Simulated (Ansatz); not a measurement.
BaS built on the rocksalt prototype, relaxed with r2SCAN: the symmetry is Fm-3m (No. 225, cubic); a = 6.424 Å in the conventional setting, 33.13 Å³ an atom. Ba has 6 S at 3.21 Å; S has 6 Ba at 3.21 Å. One-shot G0W0@PBE in Ansatz 0.2.0 on a 4×4×4 mesh (contour deformation, no spin-orbit coupling), from a PBE gap of 2.226 eV over the mesh points (the G0W0 gap is indirect on the mesh); the number N of bands summed and the screening cutoff rise together. The values are computed, spin-unpolarised, and not measurements.

```
  N  cutoff (eV)  1000/N  G0W0 gap (eV)
158          100   6.329          3.372
371          180   2.695          3.503
```

Question: Lay a straight line in 1000/N through these rows.

Answer: The slope is -0.0360 eV per unit of 1000/N and the intercept 3.600 eV.

Question: Predict the gap at N = 712 (260 eV).

Answer: 3.600 + (-0.0360) × 1.404 = 3.549 eV; the run gives 3.551 eV, +0.002 eV from the line.

Question: With that run's result added, what limit do the last two rows suggest?

Answer: Their slope is (3.551 − 3.503)/(1.404 − 2.695) = -0.0372, which meets 1/N = 0 at 3.60 eV, against 3.600 eV from the first line. The two lines nearly agree; the k mesh isn't extrapolated.

The runs are scalar-relativistic, without spin-orbit coupling.
